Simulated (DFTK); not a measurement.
**Ir in DFTK: the effect of pseudo set**

Ir:

```
CELL_PARAMETERS angstrom
2.75138 0.00000 0.00000
-1.37569 2.38276 0.00000
0.00000 0.00000 4.46229
ATOMIC_POSITIONS crystal
Ir 0.33333 0.66667 0.25000
Ir 0.66667 0.33333 0.75000
```

This isn't the form of Ir at room conditions, which is fcc.

Alike in all runs:

```yaml
Program: DFTK 0.8.2
Task: single point
Functional: PBE
k_mesh: 11 × 11 × 6
Occupations: fermi-dirac, width 0.05 eV
Spin: no spin polarisation
```

| pseudo set | cutoff | pressure (GPa) |
| --- | --- | --- |
| dojo.nc.sr.pbe.v0_4_1.standard.upf (PBE) | 925 eV | -2.0 |
| dojo.nc.sr.pbe.v0_5.standard.upf (PBE) | 925 eV | -2.0 |
| dojo.nc.sr.pbe.v0_5.stringent.upf (PBE) | 925 eV | -2.0 |
| SG15 1.2 (PBE) | 1225 eV | -1.9 |
| SPMS 1.0 (PBE) | 1225 eV | -1.9 |
| in-house norm-conserving set (PBE, scalar relativistic) | 925 eV | ? |
| cp2k.nc.sr.pbe.v0_1.largecore.gth (PBE, GTH, large core) | 1034 eV | 14.1 |

**Question.** What does the run with pseudo set in-house norm-conserving set (PBE, scalar relativistic) give?

**Answer.** Pressure -1.2 GPa.

Caveats: GTH potentials come without recommended cutoffs, and this one wasn't checked for convergence (some runs); this set keeps more shells in the core, which shifts pressures and gaps (some runs).

The runs don't all hold the same shells in valence.
